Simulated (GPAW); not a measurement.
Cl:

```
CELL_PARAMETERS angstrom
3.14500 -2.25000 0.00000
3.14500 2.25000 0.00000
0.00000 0.00000 8.21000
ATOMIC_POSITIONS crystal
Cl 0.37000 0.63000 0.40000
Cl 0.13000 0.87000 0.90000
Cl 0.63000 0.37000 0.60000
Cl 0.87000 0.13000 0.10000
```

Base run:

- Program: GPAW 26.7.0
- Functional: PBEsol
- Potentials or basis: PAW data sets generated in the run's folder for this functional
- Cutoff: 600 eV
- Basis: pw
- k mesh: 5 × 5 × 3
- Occupations: fermi-dirac, width 0.05 eV
- Spin: no spin polarisation

Its results: band gap on the k mesh 2.43 eV, indirect (least direct gap 2.48 eV); pressure -0.9 GPa; largest force 0.123 eV/Å.

After a change of settings the same cell gave: band gap on the k mesh 2.49 eV, indirect (least direct gap 2.54 eV); pressure 0.7 GPa; largest force 0.171 eV/Å. Which change was it?
A. k mesh from 5 × 5 × 3 to 7 × 7 × 4
B. functional from PBEsol to r2SCAN; potentials or basis from PAW data sets generated in the run's folder for this functional to GPAW PAW data sets (gpaw-data 1.2.1)
C. functional from PBEsol to PW91

C.

PW91 binds less tightly than PBEsol, so the same cell stands under more pressure.

Not every run made on this cell is shown here.
